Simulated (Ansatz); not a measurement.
Crystal: CsSnI3.

```xyz
5
Lattice="6.2057 0.0000 0.0000 0.0000 6.2057 0.0000 0.0000 0.0000 6.2057" Properties=species:S:1:pos:R:3 pbc="T T T"
Cs    0.0000    0.0000    0.0000
I     3.1029    3.1029    0.0000
I     3.1029    0.0000    3.1029
I     0.0000    3.1029    3.1029
Sn    3.1029    3.1029    3.1029
```

| Property | Result |
| --- | --- |
| Program | Ansatz 0.2.0 |
| Task | relaxation of cell and atoms |
| Functional | RPBE |
| Dispersion | D3(BJ) |
| Potentials or basis | Ansatz PAW |
| Cutoff | 420 eV (not typed: the program's choice for these potentials) |
| k mesh | 4 × 4 × 4 |
| Occupations | fermi-dirac, width 0.05 eV |
| Spin | no spin polarisation |

At the start: volume 47.80 Å³/atom.

Q: How do energy, volume and symmetry change on relaxing?

A: It ends after 6 steps and the volume is 37.53 Å³/atom (-21.5 %); space group Pm-3m (No. 221, to 0.05 Å).

Step by step:
```tsv
step	energy change (eV)	largest force (eV/Å)	volume (Å³)
1	0.0000	0.0000	238.99
2	-0.5645	0.0000	213.14
3	-0.8076	0.0000	182.37
4	-0.8198	0.0000	188.71
5	-0.8206	0.0000	187.63
6	-0.8167	0.0000	187.63
```

Final structure:
```cif
data_structure
_symmetry_space_group_name_H-M 'P 1'
_symmetry_Int_Tables_number 1
_cell_length_a 5.7249
_cell_length_b 5.7249
_cell_length_c 5.7249
_cell_angle_alpha 90.000
_cell_angle_beta 90.000
_cell_angle_gamma 90.000
_cell_volume 187.63
loop_
_atom_site_label
_atom_site_type_symbol
_atom_site_fract_x
_atom_site_fract_y
_atom_site_fract_z
_atom_site_occupancy
Cs1 Cs 0.00000 0.00000 0.00000 1
I1 I 0.50000 0.50000 0.00000 1
I2 I 0.50000 0.00000 0.50000 1
I3 I 0.00000 0.50000 0.50000 1
Sn1 Sn 0.50000 0.50000 0.50000 1
```

Caveat: the volume moved by over 15 % at a fixed basis, so the end points are rough; the plane-wave basis is chosen anew once the cell has moved, so the energies of steps on either side of that aren't comparable; pairwise dispersion overbinds metals, which lowers pressure and volume; the PAW data sets come from PBE, with cores solved anew for the run's functional, which leaves a small shift of forces and pressure.
